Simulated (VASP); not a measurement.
# GaP (F-43m) under biaxial strain in the (001) plane

How do the elastic response and the band edges of GaP follow biaxial strain in the (001) plane?

Method: LDA; plane waves and PAW (Ga_d, P), in the first sound run; inputs show where later runs differ, in VASP 6.6.1.

This is a report of a sequence of runs, with most program output left out.

**1. Set-up**

Symmetry: F-43m, No. 216, cubic system. The conventional cell has a = 5.451 Å, b = 5.451 Å, c = 5.451 Å, α = 90.00°, β = 90.00°, γ = 90.00°. Ga has 4 P at 2.36 Å nearest. Nearest to P lie 4 Ga at 2.36 Å. Farther neighbours are not listed.

Structure file:

```cif
data_structure
_symmetry_space_group_name_H-M 'F-43m'
_symmetry_Int_Tables_number 216
_cell_length_a 5.4510
_cell_length_b 5.4510
_cell_length_c 5.4510
_cell_angle_alpha 90.000
_cell_angle_beta 90.000
_cell_angle_gamma 90.000
_cell_volume 161.97
loop_
_atom_site_label
_atom_site_type_symbol
_atom_site_symmetry_multiplicity
_atom_site_Wyckoff_symbol
_atom_site_fract_x
_atom_site_fract_y
_atom_site_fract_z
_atom_site_occupancy
Ga1 Ga 4 a 0.00000 0.00000 0.00000 1
P1 P 4 d 0.25000 0.25000 0.75000 1
```

**2. Relax the crystal, LDA**

The series starts from the cell that this level prefers, so that zero strain is near zero stress.

This step took 2 runs in a row; the last is shown.

Level: LDA; plane waves and PAW (Ga_d, P).

File INCAR:

```
SYSTEM = GaP
PREC = Accurate
ENCUT = 450
EDIFF = 1E-07
NELM = 120
ISMEAR = 0
SIGMA = 0.02
LREAL = .FALSE.
ALGO = Normal
GGA = CA
NBANDS = 15
LORBIT = 11
LWAVE = .FALSE.
LCHARG = .FALSE.
KPAR = 16
IBRION = 2
NSW = 40
ISIF = 3
EDIFFG = -0.005
POTIM = 0.4
```

File POSCAR:

```
GaP
1.0
    0.0000000000      2.6961436778      2.6961436778
    2.6961436778      0.0000000000      2.6961436778
    2.6961436778      2.6961436778      0.0000000000
Ga P
1 1
Direct
    0.0000000000      0.0000000000      0.0000000000
    0.2500000000      0.2500000000      0.2500000000
```

File KPOINTS:

```
Automatic mesh
0
Gamma
10 10 10
0 0 0
```

Potentials, in the order of the species: Ga_d and P (LDA family, release 64).

Launch:

```sh
$ mpirun -np 16 vasp_std
```

Wall time 3.2 s (16 MPI ranks of Intel Xeon Platinum 8259CL at 2.50GHz (Skylake/Cascade Lake), shared host); peak memory 2.5 GiB.

Read from the output:

```
energy(sigma→0) of the program : -10.4526 eV
stress, compression positive   : xx, yy, zz -0.01, -0.01, -0.01 GPa
volume                         : 39.198 Å³
ionic steps                    : 1
```

**3. Strain along the normal, LDA**

One member in full: the plane is strained by -2 %, and the strain along the normal is moved by secant steps until the normal stress is under 0.012 GPa or five steps are spent; the atoms relax at each step.

This step took 3 runs, each at a new trial strain with the atoms of the one before; the last is shown.

Level: LDA; plane waves and PAW (Ga_d, P); cell typed or built by script.

Changes to INCAR since step 2:

```diff
@@ -14,7 +14,7 @@
 LCHARG = .FALSE.
-KPAR = 16
-IBRION = 2
-NSW = 40
-ISIF = 3
-EDIFFG = -0.005
-POTIM = 0.4
+KPAR = 4
+IBRION = 1
+NSW = 25
+ISIF = 2
+EDIFFG = -0.004
+POTIM = 0.3
```

File POSCAR:

```
GaP
1.0
    0.0000000000      2.6422208040      2.7439279980
    2.6422208040      0.0000000000      2.7439279980
    2.6422208040      2.6422208040      0.0000000000
Ga P
1 1
Direct
    0.0000000000      0.0000000000      0.0000000000
    0.2500000000      0.2500000000      0.2500000000
```

KPOINTS is that of step 2.

Launch:

```sh
$ mpirun -np 4 vasp_std
```

It took 12 s on 4 MPI ranks; peak memory 0.65 GiB.

This run gave:

| Property | Result |
| --- | --- |
| energy(sigma→0) of the program | -10.4370 eV |
| stress, compression positive | xx, yy, zz 3.18, 3.18, 0.00 GPa |
| ionic steps | 1 |

**4. Band edges, HSE06**

Short lines in KPOINTS_OPT sample the zone centre along and across the normal of the plane, for masses, and the other valleys.

Level: HSE06; plane waves and PAW (Ga_d, P); cell typed or built by script.

File INCAR:

```
SYSTEM = GaP
PREC = Accurate
ENCUT = 450
EDIFF = 1E-06
NELM = 100
ISMEAR = 0
SIGMA = 0.02
LREAL = .FALSE.
ALGO = Normal
LHFCALC = .TRUE.
AEXX = 0.25
GGA = PE
HFSCREEN = 0.2
LASPH = .TRUE.
NBANDS = 14
PRECFOCK = Fast
LWAVE = .FALSE.
LCHARG = .FALSE.
KPAR = 4
```

POSCAR is that of step 3.

File KPOINTS:

```
Automatic mesh
0
Gamma
5 5 5
0 0 0
```

File KPOINTS_OPT:

```
Line mode
6
Line-mode
Reciprocal
  0.00000000   0.00000000   0.00000000
  0.02183549   0.02183549  -0.00000000

  0.00000000   0.00000000   0.00000000
 -0.00000000  -0.02102613  -0.02102613

  0.31000000   0.31000000   0.00000000
  0.50000000   0.50000000   0.00000000

  0.00000000   0.31000000   0.31000000
  0.00000000   0.50000000   0.50000000

  0.45000000   0.45000000   0.45000000
  0.50000000   0.50000000   0.50000000

  0.45000000   0.00000000   0.00000000
  0.50000000   0.00000000   0.00000000

  0.42500000   0.42500000   0.00000000
  0.42500000   0.44602613   0.02102613

  0.50000000   0.50000000   0.50000000
  0.48513228   0.51486772   0.50000000
```

Launch:

```sh
$ mpirun -np 4 vasp_std
```

Run time: 5.7 min. Hardware: 4 MPI ranks; peak memory 1.1 GiB.

Read from the output:

| Item | Value |
| --- | --- |
| energy(sigma→0) of the program | -10.7575 eV |

**5. Band edges, LDA**

Level: LDA; plane waves and PAW (Ga_d, P); cell typed or built by script.

File INCAR:

```
SYSTEM = GaP
PREC = Accurate
ENCUT = 450
EDIFF = 1E-06
NELM = 100
ISMEAR = 0
SIGMA = 0.02
LREAL = .FALSE.
ALGO = Normal
GGA = CA
NBANDS = 14
LWAVE = .FALSE.
LCHARG = .FALSE.
KPAR = 4
```

POSCAR is that of step 4.

File KPOINTS:

```
Automatic mesh
0
Gamma
8 8 8
0 0 0
```

KPOINTS_OPT is that of step 4.

Launch:

```sh
$ mpirun -np 4 vasp_std
```

Wall time 9.2 s (4 MPI ranks); peak memory 0.63 GiB.

Read from the output:

| Property | Result |
| --- | --- |
| energy(sigma→0) of the program | -10.4346 eV |
| stress, compression positive | xx, yy, zz 3.15, 3.15, -0.04 GPa |

The run ends at a pressure of 2.09 GPa.

**6. The table**

LASPH is off in runs at LDA and on in runs at HSE06.

Hybrid runs start from orbitals of a short LDA run, not shown.

Runs beyond LDA use the data sets made with LDA; this shifts their levels slightly, and their total energies have another zero.

The other members went through these steps as far as the tables show, with the same cutoff and, step by step, the same mesh; 35 runs are not shown. The session took 2.9 core hours (wall time by ranks) on a shared machine.

| in-plane strain (%) | strain along the normal (%) | in-plane stress, tension positive (GPa) | energy above the unstrained row (meV/atom) | gap on the mesh, LDA (eV) |
| --- | --- | --- | --- | --- |
| -2.000 | 1.772 | -3.177 | 7.842 | 1.171 |
| -1.000 | 0.889 | -1.534 | 1.991 | 1.288 |
| -0.500 | 0.447 | -0.750 | 0.533 | 1.345 |
| 0 | 0.000 | 0.006 | 0.000 | 1.402 |
| 0.500 | -0.456 | 0.736 | 0.405 | 1.317 |
| 1.000 | -0.905 | 1.447 | 1.676 | 1.235 |
| 2.000 | -1.834 | 2.784 | 6.750 | 1.072 |

Slopes at zero strain, from cubics through all rows: strain ratio -0.898, stress over strain 149 GPa. For a cubic crystal strained in (001) the ratio is −2C₁₂/C₁₁.

Band edges at HSE06, counted from the valence-band top at Γ, with one row partly withheld:

| in-plane strain (%) | gap (eV) | conduction band at Γ (eV) | Δ or X valley along z (eV) | Δ or X valley along x (eV) | lowest conduction level at L, [111] (eV) | lowest conduction level at L, [-111] (eV) | second valence level below the top (eV) | third valence level below the top (eV) |
| --- | --- | --- | --- | --- | --- | --- | --- | --- |
| -2.000 | 1.985 | 3.226 | 2.306 | 1.981 | 2.591 | 2.591 | 0.000 | 0.248 |
| -1.000 | 2.105 | 3.172 | 2.267 | 2.101 | 2.626 | 2.626 | 0.000 | 0.119 |
| -0.500 | 2.164 | 3.142 | 2.245 | 2.159 | 2.634 | 2.634 | 0.000 | 0.059 |
| 0 | 2.221 | 3.111 | 2.217 | 2.217 | 2.637 | 2.637 | 0.000 | 0.000 |
| 0.500 | 2.137 | 3.023 | 2.134 | 2.217 | 2.578 | 2.578 | 0.057 | 0.057 |
| 1.000 | ? | 2.935 | ? | 2.219 | 2.516 | 2.516 | 0.111 | 0.111 |
| 2.000 | 1.891 | 2.763 | 1.891 | 2.229 | 2.385 | 2.385 | 0.215 | 0.215 |

Conduction masses, in electron masses:

| in-plane strain (%) | conduction mass at Γ, along the strain axis or the normal of the plane | conduction mass at Γ, across the strain axis or in the plane | L [111] mass, longitudinal | L [111] mass, transverse along [1-10] |
| --- | --- | --- | --- | --- |
| -2.000 | 0.148 | 0.152 | 1.636 | 0.164 |
| -1.000 | 0.147 | 0.149 | 1.677 | 0.151 |
| -0.500 | 0.145 | 0.146 | 1.685 | 0.146 |
| 0 | 0.144 | 0.144 | 1.699 | 0.142 |
| 0.500 | 0.143 | 0.142 | 1.692 | 0.137 |
| 1.000 | 0.142 | 0.140 | 1.666 | 0.134 |
| 2.000 | 0.139 | 0.136 | 1.612 | 0.127 |

Band edges at LDA, counted from the valence-band top at Γ:

| in-plane strain (%) | gap (eV) | conduction band at Γ (eV) | Δ or X valley along z (eV) | Δ or X valley along x (eV) | lowest conduction level at L, [111] (eV) | lowest conduction level at L, [-111] (eV) | second valence level below the top (eV) | third valence level below the top (eV) |
| --- | --- | --- | --- | --- | --- | --- | --- | --- |
| -2.000 | 1.155 | 2.007 | 1.487 | 1.155 | 1.571 | 1.571 | 0.000 | 0.237 |
| -1.000 | 1.271 | 1.959 | 1.435 | 1.270 | 1.603 | 1.603 | 0.000 | 0.114 |
| -0.500 | 1.328 | 1.932 | 1.410 | 1.327 | 1.611 | 1.611 | 0.000 | 0.056 |
| 0 | 1.384 | 1.905 | 1.383 | 1.383 | 1.615 | 1.615 | 0.000 | 0.000 |
| 0.500 | 1.302 | 1.823 | 1.301 | 1.385 | 1.560 | 1.560 | 0.054 | 0.054 |
| 1.000 | 1.221 | 1.741 | 1.221 | 1.388 | 1.503 | 1.503 | 0.106 | 0.106 |
| 2.000 | 1.062 | 1.582 | 1.062 | 1.398 | 1.383 | 1.383 | 0.205 | 0.205 |

Conduction masses, in electron masses:

| in-plane strain (%) | conduction mass at Γ, along the strain axis or the normal of the plane | conduction mass at Γ, across the strain axis or in the plane | L [111] mass, longitudinal | L [111] mass, transverse along [1-10] |
| --- | --- | --- | --- | --- |
| -2.000 | 0.125 | 0.124 | 1.801 | 0.150 |
| -1.000 | 0.120 | 0.120 | 1.796 | 0.140 |
| -0.500 | 0.118 | 0.118 | 1.830 | 0.136 |
| 0 | 0.116 | 0.116 | 1.831 | 0.132 |
| 0.500 | 0.113 | 0.114 | 1.839 | 0.129 |
| 1.000 | 0.111 | 0.112 | 1.793 | 0.125 |
| 2.000 | 0.104 | 0.107 | 1.740 | 0.120 |

**7. Working out the slope**

The quantity to fit is the splitting of the Δ or X valleys (z less x) at HSE06: 0.324, 0.166, 0.086, 0.000, -0.083, -0.338 eV in the rows shown.

Fitting a parabola to the 6 known rows (d: strain along the axis less the strain across it, in %) gives E = − 4.07e-4 d² + 0.08720 d + 0.001700 in eV; the residuals are 0.0012 eV r.m.s.

For the withheld row, d = -1.905, the fit gives -0.1659 eV.

**8. Prediction against calculation**

The calculation gives -0.1654 eV, so the prediction is 0.0005 eV too low, within twice the residual of the fit.

The splitting is Ξu times d, with d as a fraction, so the linear term gives Ξu = 8.7 eV.

**9. Summary of results**

| Quantity | Value |
| --- | --- |
| ratio of normal to in-plane strain | -0.898 |
| biaxial modulus | 149 GPa |
| gap of the unstrained cell, HSE06 | 2.22 eV |
| gap of the unstrained cell, LDA | 1.38 eV |
| shear deformation potential Ξu of the Δ or X valleys | 8.7 eV |
| error of the predicted row | -0.5 meV |
| valence shear potential \|b\|, HSE06 | 2.02 eV |

In words: As a check, the curvature of the energy gives 150 GPa for the same modulus (energy per volume = M × strain²), 0 % from the slope of the stress. At HSE06 the lowest conduction valley is Δ or X throughout, and the gap runs between 1.89 and 2.22 eV. At LDA the lowest conduction valley is Δ or X throughout, and the gap runs between 1.06 and 1.38 eV. Without spin-orbit coupling the three valence levels split by 3|b| times the difference of the strains; the rows within 1 % give |b| = 2.02 eV. Hole masses are left out throughout, since the top bands are degenerate or cross in many series; of conduction masses, those of the Γ, L and (for Si and Ge under (001) strain) Δ valleys are kept where they change by under an eighth between rows. HSE06 ran on a coarser mesh than the semilocal levels. Semilocal gaps are as a rule too small. Spin-orbit coupling is left out at HSE06 and LDA, so the valence splittings there lack it. Δ or X levels are the lowest on their line, refined by a parabola unless they lie at X; the gap is read from all points sampled and can differ from the lowest valley by some meV, or by tens of meV where strain moves the valence top off Γ. Temperature, zero-point motion and excitons are left out.

[Lines on the potential files, build, host, timing and source positions are cut from VASP's logs without a mark.]

[Logs are printed without paths, hosts, clocks, repeated set-up lines and the standing remarks that a program may print on its own settings, such as how far it seeks lower states.]

[Hosts, paths, dates, database ids (printed as entryN), source tags and the programs' standing remarks are cut or masked in the printed files.]

[In band tables of VASP the shares of atoms and orbitals are scaled to a sum of 1 inside the atoms' spheres.]
